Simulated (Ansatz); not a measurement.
A run of Ansatz 0.2.0:

The input input.yaml:

```yaml
crystal:
  lattice:
    - [4.0896976867, 0.0, 0.0]
    - [-2.0448488433, 3.5417820905, 0.0]
    - [0.0, 0.0, 3.788167]
  atoms:
    - { symbol: Pb, position: [0.0, 0.0, 0.0] }
    - { symbol: S, position: [0.6666666667, 0.3333333333, 0.5] }
hamiltonian:
  xc: rpbe
  pseudopotentials: { kind: paw }
  dispersion: d4
kpoints:
  mp_grid: { grid: [8, 8, 7] }
scf:
  occupations: { method: fermi_dirac, width: 0.05 }
output:
  forces: true
  stress: true
  eigenvalues: true
relax:
  f_tol: 0.01
  max_steps: 40
  cell: { stress_tol: 0.05 }
```

Potentials or basis: Ansatz PAW.

Launch:

```sh
$ ansatz run input.yaml --threads 2 --pin off --max-ram 5632MiB --backend cpu --events-out ev --progress --plain --runs-dir out
```

Hardware: 2 threads of Arm Neoverse V1, with other jobs on the host.

**Question.** How long does it take, and how much memory?

**Answer.** Run time: 9.6 s on 2 threads of Arm Neoverse V1, with other jobs on the host, peak memory 0.35 GiB. Counts: scf iterations 30, plane waves 1021, k points 40, bands 14, ion steps 5.
